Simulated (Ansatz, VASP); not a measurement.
**Two plane-wave programs on Al2Pt**

The input INCAR:

```
PREC = Accurate
ENCUT = 520
EDIFF = 1E-7
ISMEAR = -1
SIGMA = 0.05
LREAL = F
LASPH = T
NELM = 60
ALGO = Normal
ISIF = 2
LWAVE = F
LCHARG = F
GGA = PS
NBANDS = 15
```

The input KPOINTS:

```
regular mesh
0
Gamma
  8 8 8
```

File POSCAR:

```
Al2Pt
1.0
    0.0000000000      2.9745701068      2.9745701068
    2.9745701068      0.0000000000      2.9745701068
    2.9745701068      2.9745701068      0.0000000000
Pt Al
1 2
Direct
    0.0000000000      0.0000000000      0.0000000000
    0.7500000000      0.7500000000      0.7500000000
    0.2500000000      0.2500000000      0.2500000000
```

input.yaml

```yaml
crystal:
  lattice:
    - [0.0, 2.9745701068, 2.9745701068]
    - [2.9745701068, 0.0, 2.9745701068]
    - [2.9745701068, 2.9745701068, 0.0]
  atoms:
    - { symbol: Pt, position: [0.0, 0.0, 0.0] }
    - { symbol: Al, position: [0.75, 0.75, 0.75] }
    - { symbol: Al, position: [0.25, 0.25, 0.25] }
hamiltonian:
  xc: pbesol
  pseudopotentials: { kind: paw }
kpoints:
  mp_grid: { grid: [8, 8, 8] }
scf:
  occupations: { method: fermi_dirac, width: 0.05 }
output:
  forces: true
  stress: true
  eigenvalues: true
```

Change from the starting cell: volume scaled by 1.02.

Alike in both runs: task single point; functional PBEsol; k mesh 8 × 8 × 8; occupations fermi-dirac, width 0.05 eV; no spin polarisation.

|  | VASP | Ansatz |
| --- | --- | --- |
| version | VASP 6.6.1 | Ansatz 0.2.0 |
| potentials or method | VASP PAW PBE potentials, release 64 (Pt, Al) | Ansatz PAW |
| plane-wave cutoff (eV) | 520 | 420 |
| valence electrons in the cell | 16 | 24 |

|  | VASP | Ansatz | Ansatz less VASP |
| --- | --- | --- | --- |
| gap on the k mesh at the Fermi level (eV) | none | none | - |
| pressure (GPa) | -3.5 | -3.5 | +0.07 |

A gap of «none» marks a metal or a gap that the smearing closes. The two sets of potentials don't hold the same shells in valence.

Caveats: the PAW data sets were made with another functional, which shifts forces and pressure a little (VASP); the PAW data sets come from PBE, with cores solved anew for the run's functional, which leaves a small shift of forces and pressure (Ansatz). Spin-orbit coupling is left out, which matters for the levels of Pt.
